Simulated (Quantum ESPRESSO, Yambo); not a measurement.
# A GW chain in Yambo: ZrSe2 (1T monolayer), part 2 of 2

How does a plane-wave GW calculation on ZrSe2 (1T monolayer) run from the first input to the gap?

Quantum ESPRESSO 7.5 and Yambo 5.3.0; PBE and many-body steps on it, plane waves. Known limits of the many-body steps: not at the basis limit; no spin-orbit coupling.

So far. Step 2 (Ground state): The gap is indirect, with the least direct gap 0.58 eV higher. Step 3 (Empty states on the mesh, 6×6×1 mesh, 124 bands): On this mesh the gap is 0.530 eV.

### Step 5. Screening and self-energy, 6×6×1 mesh, 124 bands, screening to 108.8 eV

Now the one-shot GW correction: screening in the RPA, then the self-energy of the levels asked for.

This step: G0W0 on PBE, plane waves, norm-conserving pseudopotentials.

The input, gw1.in:

```
HF_and_locXC
gw0
dyson
ppa
em1d
rim_cut
rim_w
RandQpts= 3000000
RandGvec= 100 RL
CUTGeo= "slab z"
RandGvecW= 9 RL
EXXRLvcs= 104 Ry
VXCRLvcs= 416 Ry
Chimod= "HARTREE"
% BndsRnXp
 1 | 124 |
%
NGsBlkXp= 8 Ry
% LongDrXp
 1 | 1 | 0 |
%
% GbndRnge
 1 | 124 |
%
DysSolver= "n"
ExtendOut
PPAPntXp= 27.21138 eV
% QPkrange
 1 | 1 | 29 | 32 |
 4 | 4 | 29 | 32 |
%
```

Started as:

```sh
OMP_NUM_THREADS=2 mpirun -n 4 yambo -F gw1.in -J gw1 -C gw1 > gw1.log
```

Log:

```text
 Yambo, version 5.3.0

 [02] CORE Variables Setup
 =========================

  [... cell, symmetries and grids as in the set-up ...]

  [02.05] Energies & Occupations
  ==============================

  [X] === General ===
  [X] Electronic Temperature                        :  0.000000  0.000000 [eV K]
  [X] Bosonic    Temperature                        :  0.000000  0.000000 [eV K]
  [X] Finite Temperature mode                       : no
  [X] El. density                                   :  0.29858E+24 [cm-3]
  [X] Fermi Level                                   :  0.171324 [eV]

  [X] === Gaps and Widths ===
  [X] Conduction Band Min                           :  0.529598 [eV]
  [X] Valence Band Max                              :  0.000000 [eV]
  [X] Filled Bands                                  :  30
  [X] Empty Bands                                   :   31  124
  [X] Direct Gap                                    :  1.128932 [eV]
  [X] Direct Gap localized at k                     :  1
  [X] Indirect Gap                                  :  0.529598 [eV]
  [X] Indirect Gap between kpts                     :   1   4
  [X] Last valence band width                       :  1.924907 [eV]
  [X] 1st conduction band width                     :  1.311309 [eV]

 [03] Transferred momenta grid and indexing
 ==========================================

 IBZ Q-points                                      :   7
 BZ  Q-points                                      :   36

 K/Q-points units:
 rlu = crystal or reduced units; cc = cartesian coordinates; iku = interal k-units

 Q [1]          [rlu]:  0.000000  0.000000  0.000000
 Q [2]          [rlu]:  0.12861E-16  0.16667       0.0000
 Q [3]          [rlu]:  0.25723E-16  0.33333       0.0000
 Q [4]          [rlu]: -0.38584E-16 -0.50000       0.0000
 Q [5]          [rlu]:  0.166667  0.166667  0.000000
 Q [6]          [rlu]:  0.166667  0.333333  0.000000
 Q [7]          [rlu]:  0.333333  0.333333  0.000000

 [04] Coloumb potential Random Integration (RIM)
 ===============================================

 Performing RIM of v_slab

  [04.01] RIM initialization
  ==========================

  * Diagonal components only detected *

  8 x (sBL volume)        :  0.040647 [a.u.]
  sBZ random points       :  3000000
  Points outside the sBZ  :  24000829
  RL volume               :  0.182913 [a.u.]
  Integrated volume       :  0.182907 [a.u.]

  [04.02] RIM integrals
  =====================

  Gamma point sphere radius             :  0.039453 [a.u.]
  Points outside the sphere             :  2398884
  [Int_sBZ(q=0) 1/q^2]*(Vol_sBZ)^(-1/3) =:  7.536990
                                 should be <:  7.795600

  Summary of Coulomb integrals for non-metallic bands |Q|[au] RIM/Bare

  Q [1] 0.100000E-4 0.966826 * Q [2] 0.168026 1.021051
  Q [5] 0.291029 1.030874 * Q [3] 0.336051 1.027353
  Q [6] 0.444554 1.018655 * Q [4] 0.504077 1.015088
  Q [7] 0.582058 1.011472
  Non-periodic chartesian directions : none
  Optical renormalization            :  30.23562 [au]
  Polarizability dimension           : length

 [05] Coloumb potential CutOffslab
 =================================

 Cut directionsZ
 Slab Cutoff:Z
 Symmetry test passed : yes

 [06] Dipoles
 ============

  [06.01] Setup: observables and procedures
  =========================================

  [WARNING] [x,Vnl] slows the Dipoles computation. To neglect it rename the ns.kb_pp file

 [07] Dynamic Dielectric Matrix (PPA)
 ====================================

 [WR./gw1//ndb.pp]---------------------------------------------------------------
  Brillouin Zone Q/K grids (IBZ/BZ)                :    7   36    7   36
  RL vectors                                       :  28483 [WF]
  Coulomb cutoff potential                         : slab z
  Electronic Temperature                           :  0.000000 [K]
  Bosonic    Temperature                           :  0.000000 [K]
  PPA    diel. fun.  energies                      : Perdew, Burke & Ernzerhof(X)+Perdew, Burke & Ernzerhof(C)
  wavefunctions                                    : Perdew, Burke & Ernzerhof(X)+Perdew, Burke & Ernzerhof(C)
  Global Gauge                                     : length
  X matrix size                                    :   549
  X band range                                     :    1  124
  X e/h energy range                               : -1.000000 -1.000000 [eV]
  X Time ordering                                  : R
  X Hxc Kernel                                     : HARTREE
  X Drude frequency                                :  0.000000  0.000000
  X poles                                          :  100.0000 [o/o]
  RL vectors in the sum                            :  28483
  [r,Vnl] included                                 : yes
  Field direction                                  :  0.707107E-5  0.707107E-5   0.00000
  BZ energy Double Grid                            : no
  BZ energy DbGd points                            : 0
  BZ Q point size factor                           : -1.000000
  X Optical Averaged directions                    : none

 [08] Local Exchange-Correlation + Non-Local Fock
 ================================================

 [VXC] Plane waves :  194387
 [EXS] Plane waves :  24321

 QP @ state[ 1 ] K range:  1  1
 QP @ state[ 1 ] b range:   29   32
 QP @ state[ 2 ] K range:   4   4
 QP @ state[ 2 ] b range:   29   32

 [xc] Functional : Perdew, Burke & Ernzerhof(X)+Perdew, Burke & Ernzerhof(C)
 [xc] LIBXC used to calculate xc functional
  PP Number of Atomic Species                      :  2
  NLCC RL compoments                               :  194387
  PP Number of Atomic Species                      :  2
  NLCC RL compoments                               :  194387

 [xc] E_xc :  -56.40697 [Ha]
      E_xc :  -112.8139 [Ry]

  Local XC kind (lXC) : Perdew, Burke & Ernzerhof(X)+Perdew, Burke & Ernzerhof(C)
  Non-Local XC kind (nlXC) : Hartree-Fock

  Corrections @ K [1] :  [eV]
 <29|nlXC|29> = -16.42385  0.25000E-18 <29|lXC|29> = -14.68465  0.000000
 <30|nlXC|30> = -16.42391  0.97122E-18 <30|lXC|30> = -14.68466  0.000000
 <31|nlXC|31> = -8.699764  0.22830E-17 <31|lXC|31> = -13.95999 -0.23602E-16
 <32|nlXC|32> = -8.699778 -0.30537E-17 <32|lXC|32> = -13.96001  0.000000

  Corrections @ K [4] :  [eV]
 <29|nlXC|29> = -16.02240 -0.42564E-17 <29|lXC|29> = -13.31444  0.000000
 <30|nlXC|30> = -16.35358  0.13577E-16 <30|lXC|30> = -13.97028  0.000000
 <31|nlXC|31> = -8.664409 -0.24939E-17 <31|lXC|31> = -13.12646  0.000000
 <32|nlXC|32> = -8.625415  0.15652E-18 <32|lXC|32> = -15.14308  0.94408E-16

 [09] Dyson equation: Newton solver
 ==================================

  [09.01] RIM-W interpolation
  ===========================

  [WARNING] RIM-W works only for 2D semiconductors with slab cutoff
  Found compatible q grid: 2D
  q_min[ 1 ]:  0.16667      0.53632E-12   0.0000     [rlu]
   0.166667  0.083333  0.000000 [iku]
  q_min[ 2 ]:  0.12861E-16  0.16667       0.0000     [rlu]
  -0.10107E-10  0.16667       0.0000     [iku]
  G-vectors :   9
  G-vectors loaded:   63
  Number of interpolated frequencies:  2

  Evaluating coefficients q = 0
  Evaluating coefficients q = 0

  [09.02] RIM-W integrals
  =======================

  8 x (sBL volume)        :  0.040647 [a.u.]
  sBZ random points       :  3000000
  Points outside the sBZ  :  24000829
  RL volume               :  0.182913 [a.u.]
  Integrated volume       :  0.182907 [a.u.]

  [09.03] RIM integrals
  =====================

  Comparison between head Wc = W - v averages: < Wc > [au] RIM-W/RIM

   < -Wc [Q = 1] > 0.395268E-1 0.767427E-4 * < -Wc [Q = 2] > 0.005158 0.004982
   < -Wc [Q = 3] > 0.941796E-3 0.923164E-3 * < -Wc [Q = 4] > 0.323038E-3 0.319714E-3
   < -Wc [Q = 5] > 0.001369 0.001337 * < -Wc [Q = 6] > 0.454279E-3 0.449119E-3
   < -Wc [Q = 7] > 0.218715E-3 0.217211E-3

  Comparison between head Wc = W - v averages: < Wc > [au] RIM-W/RIM

   < -Wc [G = 1,G`=0] > 0.395268E-1 0.767427E-4 * < -Wc [G = 2,G`=0] >-0.002048 0.000000
   < -Wc [G = 3,G`=0] >-0.002048 0.000000 * < -Wc [G = 4,G`=0] > 0.116794E-4  0.00000
   < -Wc [G = 5,G`=0] > 0.116978E-4  0.00000 * < -Wc [G = 6,G`=0] > 0.139173E-3  0.00000
   < -Wc [G = 7,G`=0] > 0.139138E-3  0.00000 * < -Wc [G = 8,G`=0] >-0.281886E-4  0.00000
   < -Wc [G = 9,G`=0] >-0.281831E-4  0.00000

 [10] G0W0 (W PPA)
 =================

 [  GW  ] Bands range     :    1  124
 [GW/PPA] G damping       :  0.100000 [eV]

 QP @ state[ 1 ] K range:  1  1
 QP @ state[ 1 ] b range:   29   32
 QP @ state[ 2 ] K range:   4   4
 QP @ state[ 2 ] b range:   29   32

  Sc/G bands                                       :    1  124
  Sc/G damping                                     :  0.100000 ev
  Sc bands terminator                              : no
  Sx RL components                                 :  24321

  QP @ state[ 1 ] K range                          :  1  1
  QP @ state[ 1 ] b range                          :   29   32
  QP @ state[ 2 ] K range                          :   4   4
  QP @ state[ 2 ] b range                          :   29   32
  GF energies kind                                 : Perdew, Burke & Ernzerhof(X)+Perdew, Burke & Ernzerhof(C)
  GF WF`s kind                                     : Perdew, Burke & Ernzerhof(X)+Perdew, Burke & Ernzerhof(C)
  Xs energies kind                                 : Perdew, Burke & Ernzerhof(X)+Perdew, Burke & Ernzerhof(C)
  Xs WF`s kind                                     : Perdew, Burke & Ernzerhof(X)+Perdew, Burke & Ernzerhof(C)

 [14] Game Over & Game summary
```

Elapsed: 9.7 min, on 4 MPI ranks of AMD EPYC 7R43, shared host; peak memory 5.7 GiB.

Numbers from this step:

```
G0W0 gap on the points computed              : 1.504 eV
starting gap on the mesh                     : 0.5296 eV
k of the valence top                         : 0, 0, 0
k of the conduction bottom                   : 0, -0.5, 0
least direct G0W0 gap on the computed points : 2.265 eV
Z at the valence top                         : 0.7311
Z at the conduction bottom                   : 0.7264
```

The gap on the mesh goes from 0.53 eV to 1.50 eV, a correction of +0.97 eV. The start differs from the 0.55 eV found before because the two sample other k points.

Limits: finite bands, cutoff and mesh; no spin-orbit coupling. v1 is the top filled band, c1 the lowest empty one. The levels before and after the correction (eV, zero at the valence-band top of each column):

```
           conduction bottom  valence top
Kohn-Sham               0.53         0.00
     G0W0               1.50         0.00
```

```
                   level  energy (eV)
Kohn-Sham        Γ v2-v1        0.000
Kohn-Sham        Γ c1-c2        1.129
Kohn-Sham  (0 -0.5 0) v2       -1.453
Kohn-Sham  (0 -0.5 0) v1       -1.047
Kohn-Sham  (0 -0.5 0) c1        0.530
Kohn-Sham  (0 -0.5 0) c2        2.573
     G0W0        Γ v2-v1        0.000
     G0W0        Γ c1-c2        2.265
     G0W0  (0 -0.5 0) v2       -1.706
     G0W0  (0 -0.5 0) v1       -1.203
     G0W0  (0 -0.5 0) c1        1.504
     G0W0  (0 -0.5 0) c2        3.906
```

### Step 6. Where the time went

Times are wall times on the hardware named with each run, good to a factor of about two.

```
                     step     time  share  memory (GiB)
             ground state     75 s   11 %           1.8
 empty states on the mesh     37 s    5 %           1.6
    conversion and set-up    7.2 s    1 %          0.27
screening and self-energy  9.7 min   83 %           5.7
```

### Step 7. Outcome

- PBE gap: 0.55 eV, indirect
- G0W0 gap on the mesh: 1.50 eV
- GW settings: 6×6×1 mesh, 124 bands, screening to 108.8 eV, Godby-Needs plasmon pole
- known limits: not at the basis limit; no spin-orbit coupling

G0W0 moves the gap on the mesh from 0.53 eV to 1.50 eV (+0.97 eV), with Z of 0.73 and 0.73 at the edges. Only 2 of the mesh's irreducible points were corrected, so a valley elsewhere could overtake. The dearest step here is «screening and self-energy». Bands and cutoff are finite, so the gap is not at the basis limit. The miss can reach some tenths of an eV and take either sign; the mesh is an error of its own. In the G0W0 run levels were corrected at 2 k points alone, so a gap called «on the mesh» is the least over those, and an edge elsewhere would be missed. The many-body steps are scalar-relativistic: spin-orbit coupling is not in them.

[Paths, hosts, dates, memory and timing lines, banners, echoed tables and standing remarks are left out of the program output.]

[Logs are printed without paths, hosts, clocks, repeated set-up lines and the standing remarks that a program may print on its own settings, such as how far it seeks lower states.]

[Runs of the session that timed out or met a known fault of the program may be left out.]

[Hosts, paths, dates, database ids (printed as entryN), source tags and the programs' standing remarks are cut or masked in the printed files.]
